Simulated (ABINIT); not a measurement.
# GaN (P6_3mc): G0W0 with ABINIT, start to end, part 2 of 3

Wanted: ground state, empty states, screening and self-energy for GaN (P6_3mc).

ABINIT 10.8.3; PBE and many-body steps on it, plane waves. Known limits of the many-body steps: not at the basis limit; no spin-orbit coupling.

So far. Step 2 (Ground state): The gap is direct, at Γ.

The database entry behind the starting cell has ideal inner coordinates that were not refined, so it need not match the best structure at ambient conditions.

## (3) Bands along the symmetry lines

Level of this step: DFT, PBE, plane waves, norm-conserving pseudopotentials (ABINIT).

The cheap functional maps the bands first; the places of the edges decide which points the dearer methods must see.

run.abi

```
acell 3*1.0 Angstrom
rprim 
  3.190000000016 -0.000000000004 0.000000000000
  -1.595000000005 2.762621038088 0.000000000000
  0.000000000000 0.000000000000 5.189000000000
ntypat 2
znucl 31 7
natom 4
typat 1 1 2 2
xred 
  0.666666666667 0.333333333333 0.000000000000
  0.333333333333 0.666666666667 0.500000000000
  0.666666666667 0.333333333333 0.375000000000
  0.333333333333 0.666666666667 0.875000000000
pp_dirpath "pseudos"
pseudos "Ga.upf, N.upf"
ecut 45
iscf -2
irdden 1
kptopt 0
nkpt 75
kpt 
  0.00000000 0.00000000 0.00000000
  0.06250000 0.00000000 0.00000000
  0.12500000 0.00000000 0.00000000
  0.18750000 0.00000000 0.00000000
  0.25000000 0.00000000 0.00000000
  0.31250000 0.00000000 0.00000000
  0.37500000 0.00000000 0.00000000
  0.43750000 0.00000000 0.00000000
  0.50000000 0.00000000 0.00000000
  0.47916667 0.04166667 0.00000000
  0.45833333 0.08333333 0.00000000
  0.43750000 0.12500000 0.00000000
  0.41666666 0.16666666 0.00000000
  0.39583333 0.20833333 0.00000000
  0.37500000 0.25000000 0.00000000
  0.35416666 0.29166666 0.00000000
  0.33333333 0.33333333 0.00000000
  0.29166666 0.29166666 0.00000000
  0.25000000 0.25000000 0.00000000
  0.20833333 0.20833333 0.00000000
  0.16666666 0.16666666 0.00000000
  0.12500000 0.12500000 0.00000000
  0.08333333 0.08333333 0.00000000
  0.04166667 0.04166667 0.00000000
  0.00000000 0.00000000 0.00000000
  0.00000000 0.00000000 0.06250000
  0.00000000 0.00000000 0.12500000
  0.00000000 0.00000000 0.18750000
  0.00000000 0.00000000 0.25000000
  0.00000000 0.00000000 0.31250000
  0.00000000 0.00000000 0.37500000
  0.00000000 0.00000000 0.43750000
  0.00000000 0.00000000 0.50000000
  0.06250000 0.00000000 0.50000000
  0.12500000 0.00000000 0.50000000
  0.18750000 0.00000000 0.50000000
  0.25000000 0.00000000 0.50000000
  0.31250000 0.00000000 0.50000000
  0.37500000 0.00000000 0.50000000
  0.43750000 0.00000000 0.50000000
  0.50000000 0.00000000 0.50000000
  0.47916667 0.04166667 0.50000000
  0.45833333 0.08333333 0.50000000
  0.43750000 0.12500000 0.50000000
  0.41666666 0.16666666 0.50000000
  0.39583333 0.20833333 0.50000000
  0.37500000 0.25000000 0.50000000
  0.35416666 0.29166666 0.50000000
  0.33333333 0.33333333 0.50000000
  0.29166666 0.29166666 0.50000000
  0.25000000 0.25000000 0.50000000
  0.20833333 0.20833333 0.50000000
  0.16666666 0.16666666 0.50000000
  0.12500000 0.12500000 0.50000000
  0.08333333 0.08333333 0.50000000
  0.04166667 0.04166667 0.50000000
  0.00000000 0.00000000 0.50000000
  0.50000000 0.00000000 0.50000000
  0.50000000 0.00000000 0.43750000
  0.50000000 0.00000000 0.37500000
  0.50000000 0.00000000 0.31250000
  0.50000000 0.00000000 0.25000000
  0.50000000 0.00000000 0.18750000
  0.50000000 0.00000000 0.12500000
  0.50000000 0.00000000 0.06250000
  0.50000000 0.00000000 0.00000000
  0.33333333 0.33333333 0.50000000
  0.33333333 0.33333333 0.43750000
  0.33333333 0.33333333 0.37500000
  0.33333333 0.33333333 0.31250000
  0.33333333 0.33333333 0.25000000
  0.33333333 0.33333333 0.18750000
  0.33333333 0.33333333 0.12500000
  0.33333333 0.33333333 0.06250000
  0.33333333 0.33333333 0.00000000
istwfk *1
nband 37
nbdbuf 6
tolwfr 1e-07
nstep 50
prtwf 0
prtvol 0
indata_prefix "in"
outdata_prefix "out"
tmpdata_prefix "tmp"
```

Started as:

```
$ OMP_NUM_THREADS=1 mpirun -n 8 abinit run.abi > log
```

Numbers of over 12 decimals in the logs are rounded to 6 here.

Log:

```text
.Version 10.8.3 of ABINIT. v10.8.2 released Aug 2026.

 Symmetries : space group P6_3 m c (#186); Bravais hP (primitive hexag.)
[... echo of the input left out ...]
== DATASET  1 ==================================================================
-   mpi_nproc: 8, omp_nthreads: 1 (-1 if OMP is not activated)

--- !DatasetInfo
iteration_state: {dtset: 1, }
dimensions: {natom: 4, nkpt: 75, mband: 37, nsppol: 1, nspinor: 1, nspden: 1, mpw: 4506, }
cutoff_energies: {ecut:  45.0, pawecutdg:  -1.0, }
electrons: {nelect:   5.20000000E+01, charge:   0.00000000E+00, occopt:   1.00000000E+00, tsmear:   1.00000000E-02, }

 Real(R)+Recip(G) space primitive vectors, cartesian coordinates (Bohr,Bohr^-1):
 R(1)=  6.0282263  0.0000000  0.0000000  G(1)=  0.1658863  0.0957745  0.0000000
 R(2)= -3.0141132  5.2205972  0.0000000  G(2)=  0.0000000  0.1915490  0.0000000
 R(3)=  0.0000000  0.0000000  9.8057889  G(3)=  0.0000000  0.0000000  0.1019806
 Unit cell volume ucvol=  3.0859741E+02 bohr^3
 Angles (23,13,12)=  9.00000000E+01  9.00000000E+01  1.20000000E+02 degrees

 getcut: wavevector=  0.0000  0.0000  0.0000  ngfft=  40  40  60
         ecut(hartree)=     45.000   => boxcut(ratio)=   2.02627

--- Pseudopotential description ------------------------------------------------
- Ga Generated using ONCVPSP code by D. R. Hamann
- 31.00000  21.00000  171031                  znucl, zion, pspdat
12 -101130 2 -1 1902                          pspcod,pspxc,lmax,lloc,mmax
     nproj     2     2     2
  pspatm : epsatm=   21.85474337
         --- l  ekb(1:nproj) -->
             0    4.962806   -1.220223
             1   -5.679278   -1.350476
             2  -10.596651   -3.839775
 pspatm: atomic psp has been read  and splines computed

- N Generated using ONCVPSP code by D. R. Hamann
-  7.00000   5.00000  171031                  znucl, zion, pspdat
12 -101130 1 -1 1058                          pspcod,pspxc,lmax,lloc,mmax
     nproj     2     2     0
  pspatm : epsatm=    5.20977870
         --- l  ekb(1:nproj) -->
[...]
pspatm: atomic psp has been read  and splines computed

--------------------------------------------------------------------------------

================================================================================
 prteigrs : about to open file out_EIG
 Non-SCF case, kpt    1 (  0.00000  0.00000  0.00000), residuals and eigenvalues=
  8.66E-08  3.63E-08  8.46E-08  3.15E-08  6.90E-08  1.35E-08  9.06E-09  3.73E-08
  7.69E-08  4.84E-08  2.64E-08  1.85E-08  4.03E-08  9.74E-08  3.53E-08  1.85E-08
  9.25E-08  6.82E-08  3.79E-08  5.25E-08  3.84E-08  2.80E-08  3.32E-08  4.07E-08
[...]
6.41E-08  1.47E-07  2.77E-06  4.96E-05  3.79E-04
 -4.9759E+00 -4.9759E+00 -3.1632E+00 -3.1631E+00 -3.1631E+00 -3.1630E+00
 -3.1630E+00 -3.1630E+00 -3.3265E-01 -3.0063E-01 -2.4456E-01 -2.4373E-01
 -2.4373E-01 -2.4156E-01 -2.4156E-01 -2.3496E-01 -2.3496E-01 -2.3177E-01
[...]
Non-SCF case, kpt   74 (  0.33333  0.33333  0.06250), residuals and eigenvalues=
[...]
9.3514E-01
 Non-SCF case, kpt   75 (  0.33333  0.33333  0.00000), residuals and eigenvalues=
[...]
1.4357E-01  1.5513E-01  4.4316E-01  5.3991E-01  5.3991E-01  5.6241E-01
  6.1634E-01  6.1634E-01  7.1516E-01  7.1516E-01  7.3065E-01  9.3089E-01
  9.3408E-01

--- !ResultsGS
iteration_state: {dtset: 1, }
comment   : Summary of ground state results
lattice_vectors:
- [  6.0282263,  -0.0000000,   0.0000000, ]
- [ -3.0141132,   5.2205972,   0.0000000, ]
- [  0.0000000,   0.0000000,   9.8057889, ]
lattice_lengths: [   6.02823,    6.02823,    9.80579, ]
lattice_angles: [ 90.000,  90.000, 120.000, ] # degrees, (23, 13, 12)
lattice_volume:   3.0859741E+02
convergence: {deltae:  0.000E+00, res2:  0.000E+00, residm:  9.984E-08, diffor:  0.000E+00, }
etotal    :  -5.17437206E+02
entropy   :   0.00000000E+00
fermie    :   2.53663909E-01
cartesian_stress_tensor: null
pressure_GPa: null
xred      :
- [  6.6667E-01,   3.3333E-01,   0.0000E+00, Ga]
- [  3.3333E-01,   6.6667E-01,   5.0000E-01, Ga]
- [  6.6667E-01,   3.3333E-01,   3.7500E-01,  N]
- [  3.3333E-01,   6.6667E-01,   8.7500E-01,  N]
cartesian_forces: null
force_length_stats: {min: null, max: null, mean: null, }

 Integrated electronic density in atomic spheres:
 ------------------------------------------------
 Atom  Sphere_radius  Integrated_density
[...]
================================================================================

 ----iterations are completed or convergence reached----

 Mean square residual over all n,k,spin=   46.083E-09; max=  99.836E-09
 reduced coordinates (array xred) for    4 atoms
[...]
0.666666666667      0.333333333333      0.375000000000
       0.333333333333      0.666666666667      0.875000000000

 cartesian coordinates (angstrom) at end:
    1      1.595000     0.920874     0.000000
    2      2e-12     1.841747     2.594500
    3      1.595000     0.920874     1.945875
    4      2e-12     1.841747     4.540375
 length scales=  1.889726125908  1.889726125908  1.889726125908 bohr
              =  1.000000000000  1.000000000000  1.000000000000 angstroms
 prteigrs : about to open file out_EIG
 Eigenvalues (hartree) for nkpt=  75  k points:
 kpt#   1, nband= 37, wtk=  1.00000, kpt=  0.0000  0.0000  0.0000 (reduced coord)
[...]
kpt#   2, nband= 37, wtk=  1.00000, kpt=  0.0625  0.0000  0.0000 (reduced coord)
[...]
kpt#   3, nband= 37, wtk=  1.00000, kpt=  0.1250  0.0000  0.0000 (reduced coord)
[...]
kpt#  74, nband= 37, wtk=  1.00000, kpt=  0.3333  0.3333  0.0625 (reduced coord)
[...]
0.71878    0.71878    0.73093    0.92981    0.93514
 kpt#  75, nband= 37, wtk=  1.00000, kpt=  0.3333  0.3333  0.0000 (reduced coord)
[...]
-0.23396   -0.23233   -0.16821   -0.16821    0.05816    0.05816    0.06051    0.14357
   0.14357    0.15513    0.44316    0.53991    0.53991    0.56241    0.61634    0.61634
   0.71516    0.71516    0.73065    0.93089    0.93408

== END DATASET(S) ==============================================================
================================================================================

 -outvars: echo values of variables after computation  --------
            nband          37
             nkpt          75
          spgroup         186
 [... the other variables as echoed above ...]

 Calculation completed.
```

The job ended after 43 s (8 MPI ranks of Arm Neoverse N1, shared host; peak memory 0.69 GiB; 5.7 min of CPU time).

This step gave:

```yaml
gap: 1.919 eV
k_of_the_valence_top: 0, 0, 0
k_of_the_conduction_bottom: 0, 0, 0
least_direct_gap: 1.919 eV
```

The gap is 1.919 eV, as in the run before at this level.

Electronic bands along the path, in eV, zero at the top of the highest filled band:

```
    point  band 23  band 24  band 25  band 26  band 27  band 28  band 29  band 30
        Γ    -1.04    -0.06     0.00     0.00     1.92     4.27     9.18     9.92
  halfway    -2.86    -1.98    -0.74    -0.49     4.29     5.95     7.37     8.53
        M    -4.22    -2.73    -2.23    -0.98     5.08     5.57     6.06     8.58
  halfway    -4.23    -3.52    -2.38    -1.86     5.61     6.60     6.63     8.43
        K    -5.26    -3.00    -3.00    -2.68     5.16     7.79     7.79     8.40
  halfway    -3.66    -2.39    -1.01    -0.92     4.93     6.87     7.29     7.66
        Γ    -1.04    -0.06     0.00     0.00     1.92     4.27     9.18     9.92
  halfway    -0.90    -0.90    -0.16    -0.16     3.11     4.37     8.80     9.60
        A    -0.53    -0.53    -0.53    -0.53     4.25     4.25     8.50     8.50
  halfway    -2.07    -2.07    -1.28    -1.28     5.24     5.24     7.65     7.65
        L    -1.93    -1.93    -1.91    -1.91     4.42     4.42     7.80     7.80
  halfway    -3.18    -3.18    -1.60    -1.60     5.37     5.37     8.11     8.11
        H    -4.16    -4.16    -1.49    -1.49     6.44     6.44     7.31     7.31
  halfway    -2.11    -2.11    -1.80    -1.80     5.66     5.66     7.66     7.66
        A    -0.53    -0.53    -0.53    -0.53     4.25     4.25     8.50     8.50
jump to L    -1.93    -1.93    -1.91    -1.91     4.42     4.42     7.80     7.80
  halfway    -3.30    -2.51    -1.70    -1.28     4.32     5.11     7.56     7.84
        M    -4.22    -2.73    -2.23    -0.98     5.08     5.57     6.06     8.58
jump to H    -4.16    -4.16    -1.49    -1.49     6.44     6.44     7.31     7.31
  halfway    -4.96    -3.18    -2.20    -2.20     5.90     7.19     7.19     8.18
        K    -5.26    -3.00    -3.00    -2.68     5.16     7.79     7.79     8.40
```

## (4) Empty states on the mesh, 6×6×4 mesh, 254 bands

The sums over transitions need many empty states on a uniform mesh; this step solves for them.

run.abi

```
acell 3*1.0 Angstrom
rprim 
  3.190000000016 -0.000000000004 0.000000000000
  -1.595000000005 2.762621038088 0.000000000000
  0.000000000000 0.000000000000 5.189000000000
ntypat 2
znucl 31 7
natom 4
typat 1 1 2 2
xred 
  0.666666666667 0.333333333333 0.000000000000
  0.333333333333 0.666666666667 0.500000000000
  0.666666666667 0.333333333333 0.375000000000
  0.333333333333 0.666666666667 0.875000000000
pp_dirpath "pseudos"
pseudos "Ga.upf, N.upf"
ecut 45
ngkpt 6 6 4
nshiftk 1
shiftk 0 0 0
kptopt 1
chksymbreak 0
irdden 1
istwfk *1
nband 254
prtvol 0
optdriver 6
gwr_task "HDIAGO"
paral_kgb 0
occopt 1
indata_prefix "in"
outdata_prefix "out"
tmpdata_prefix "tmp"
```

Log:

```text
[banner, memory and clock lines left out]
.Version 10.8.3 of ABINIT. v10.8.2 released Aug 2026.

 Symmetries : space group P6_3 m c (#186); Bravais hP (primitive hexag.)
[... echo of the input left out ...]
== DATASET  1 ==================================================================
-   mpi_nproc: 8, omp_nthreads: 1 (-1 if OMP is not activated)

--- !DatasetInfo
iteration_state: {dtset: 1, }
dimensions: {natom: 4, nkpt: 21, mband: 254, nsppol: 1, nspinor: 1, nspden: 1, mpw: 4506, }
cutoff_energies: {ecut:  45.0, pawecutdg:  -1.0, }
electrons: {nelect:   5.20000000E+01, charge:   0.00000000E+00, occopt:   1.00000000E+00, tsmear:   1.00000000E-02, }

.Using double precision arithmetic; gwpc =  8

- Reading GS density from: in_DEN

--- Pseudopotential description ------------------------------------------------
- Ga Generated using ONCVPSP code by D. R. Hamann
- 31.00000  21.00000  171031                  znucl, zion, pspdat
12 -101130 2 -1 1902                          pspcod,pspxc,lmax,lloc,mmax
     nproj     2     2     2
  pspatm : epsatm=   21.85474337
         --- l  ekb(1:nproj) -->
             0    4.962806   -1.220223
             1   -5.679278   -1.350476
             2  -10.596651   -3.839775
 pspatm: atomic psp has been read  and splines computed

- N Generated using ONCVPSP code by D. R. Hamann
-  7.00000   5.00000  171031                  znucl, zion, pspdat
12 -101130 1 -1 1058                          pspcod,pspxc,lmax,lloc,mmax
     nproj     2     2     0
  pspatm : epsatm=    5.20977870
         --- l  ekb(1:nproj) -->
             0    7.494509    0.636305
             1   -4.293905   -1.006988
 pspatm: atomic psp has been read  and splines computed

   2.81471030E+03                                ecore*ucvol(ha*bohr**3)

 Total charge density [el/Bohr^3]
)     Maximum=    6.5310E+00  at reduced coord.    0.7500    0.3750    0.9833
)     Minimum=    4.6339E-03  at reduced coord.    0.0000    0.0000    0.2000
   Integrated=    5.2000E+01

 === KS gaps after direct diagonalization ===
 Direct band gap semiconductor
 Fundamental gap:     1.919 (eV)
   VBM:     6.903 (eV) at k: [ 0.0000E+00,  0.0000E+00,  0.0000E+00]
   CBM:     8.822 (eV) at k: [ 0.0000E+00,  0.0000E+00,  0.0000E+00]
 Direct gap:         1.919 (eV) at k: [ 0.0000E+00,  0.0000E+00,  0.0000E+00]

== END DATASET(S) ==============================================================

 -outvars: echo values of variables after computation  --------
           etotal      0.0000000000E+00
            nband         254
             nkpt          21
          spgroup         186
 [... the other variables as echoed above ...]

 Calculation completed.
```

Elapsed: 4.8 min, on 8 MPI ranks; peak memory 9 GiB.

This step gave:

```yaml
gap: 1.919 eV
k_of_the_valence_top: 0, 0, 0
k_of_the_conduction_bottom: 0, 0, 0
least_direct_gap: 1.919 eV
k_points_computed: 21
lowest_point_of_the_top_converged_band_above_the_valence_top: 150.9421 eV
```

On this mesh the gap is 1.919 eV.

## (5) Screening, 6×6×4 mesh, 246 bands, screening to 277.6 eV

The RPA dielectric matrix is built and inverted for each q.

This step: RPA screening on PBE, plane waves, norm-conserving pseudopotentials.

run.abi, as its differences from that of step 4:

```diff
@@ -22,10 +22,11 @@
 chksymbreak 0
-irdden 1
 istwfk *1
-nband 254
-prtvol 0
-optdriver 6
-gwr_task "HDIAGO"
-paral_kgb 0
 occopt 1
+irdwfk 1
+optdriver 3
+nband 246
+ecuteps 10.2
+inclvkb 2
+awtr 1
+symchi 1
 indata_prefix "in"
```

Log:

```text
.Version 10.8.3 of ABINIT. v10.8.2 released Aug 2026.

 Symmetries : space group P6_3 m c (#186); Bravais hP (primitive hexag.)
[... echo of the input left out ...]
== DATASET  1 ==================================================================
-   mpi_nproc: 8, omp_nthreads: 1 (-1 if OMP is not activated)

--- !DatasetInfo
iteration_state: {dtset: 1, }
dimensions: {natom: 4, nkpt: 21, mband: 246, nsppol: 1, nspinor: 1, nspden: 1, mpw: 4506, }
cutoff_energies: {ecut:  45.0, pawecutdg:  -1.0, }
electrons: {nelect:   5.20000000E+01, charge:   0.00000000E+00, occopt:   1.00000000E+00, tsmear:   1.00000000E-02, }

 SCREENING: Calculation of the susceptibility and dielectric matrices

 Based on a program developped by R.W. Godby, V. Olevano, G. Onida, and L. Reining.
 Incorporated in ABINIT by V. Olevano, G.-M. Rignanese, and M. Torrent.
.Using double precision arithmetic ; gwpc =  8

[... cell and pseudopotentials left out ...]
--------------------------------------------------------------------------------

 ==== K-mesh for the wavefunctions ====
 Number of points in the irreducible wedge :    21
[... list of points left out ...]
 Together with 12 symmetry operations and time-reversal symmetry
 yields   144 points in the full Brillouin Zone.

 ==== Q-mesh for the screening function ====
 Number of points in the irreducible wedge :    21
[... list of points left out ...]
 Together with 12 symmetry operations and time-reversal symmetry
 yields   144 points in the full Brillouin Zone.

 setmesh: FFT mesh size selected  =    27x   27x   48
          total number of points  =        34992

 vcoul_init : cutoff-mode = AUXILIARY_FUNCTION
 q-points for optical limit:   1
     1)      0.000010    0.000020    0.000030

- screening: taking advantage of time-reversal symmetry
- Maximum band index for partially occupied states nbvw = 26
- Remaining bands to be divided among processors   nbcw = 220
- Number of bands treated by each node ~27

 Number of electrons calculated from density =   52.0000; Expected =   52.0000
 average of density, n =  0.168504
 r_s =    1.1231
 omega_plasma =   39.5969 [eV]

 calculating chi0 at frequencies [eV] :
  1    0.000000E+00    0.000000E+00
  2    0.000000E+00    3.959690E+01

--------------------------------------------------------------------------------
  q-point number  1        q = ( 0.000000, 0.000000, 0.000000) [r.l.u.]
--------------------------------------------------------------------------------
[... chi0 elements left out ...]
 For q-point:  0.000010 0.000020 0.000030
  dielectric constant =   5.8636
  dielectric constant without local fields =   6.3173

  Average fulfillment of the sum rule on Im[epsilon] for q-point    1 :     60.39  [%]
[... wings left out ...]
  q-point number  2        q = ( 0.166667, 0.000000, 0.000000) [r.l.u.]
--------------------------------------------------------------------------------
[... chi0 elements left out ...]
  Average fulfillment of the sum rule on Im[epsilon] for q-point    2 :     67.81  [%]

 [... 19 further q-points ...]
```

Elapsed: 38 min, on 8 MPI ranks; peak memory 6.5 GiB; 5.1 h of CPU time.

This step gave:

```yaml
eps_infinity_with_local_fields_on_this_mesh_along_the_program_s_q_direction: 5.864
the_same_without_local_fields: 6.317
plasma_frequency: 39.60 eV
plane_waves_in_the_screening_matrix: 465
```

Local fields lower ε∞ by 7 %.

(Continued in part 3 of 3.)

[Paths, hosts, dates, memory and timing lines, banners, echoed tables and standing remarks are left out of the program output.]

[Logs are printed without paths, hosts, clocks, repeated set-up lines and the standing remarks that a program may print on its own settings, such as how far it seeks lower states.]

[Runs of the session that timed out or met a known fault of the program may be left out.]

[Hosts, paths, dates, database ids (printed as entryN), source tags and the programs' standing remarks are cut or masked in the printed files.]

[G0W0 gaps are taken among the corrected bands and points alone; a level outside them can change the order at an edge.]

[Where Ansatz stands beside ABINIT at settings called matched, ABINIT's density can come from a denser mesh and the files from another edition; pairs whose starting gaps differed by over 0.03 eV were left out, so agreement reads better than it is.]
